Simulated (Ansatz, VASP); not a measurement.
## Zr3H: VASP beside Ansatz

```
Zr H
1.0
    -2.50787    2.50787    2.50787
     2.50787   -2.50787    2.50787
     2.50787    2.50787   -2.50787
Zr H
3 1
Direct
  0.00000 0.50000 0.50000
  0.50000 0.00000 0.50000
  0.50000 0.50000 0.00000
  0.00000 0.00000 0.00000
```

Alike in both runs: task single point; functional PBE; k mesh 6 × 6 × 6; occupations gaussian, width 0.1 eV; no spin polarisation.

|  | VASP | Ansatz |
| --- | --- | --- |
| version | VASP 6.6.1 | Ansatz 0.2.0 |
| potentials or method | VASP PAW PBE potentials, release 64 (Zr_sv, H) | scalar-relativistic, plane waves, PAW |
| plane-wave cutoff (eV) | 520 | 420 |
| valence electrons in the cell | 37 | 37 |

|  | VASP | Ansatz | Ansatz less VASP |
| --- | --- | --- | --- |
| gap on the k mesh at the Fermi level (eV) | none | none | - |
| pressure (GPa) | 23.0 | 22.7 | -0.32 |

A gap of «none» marks a metal or a gap that the smearing closes.

Caveats: so large a pressure means that the cell lies far from this level's equilibrium, or that cutoff or potentials fall short (VASP).
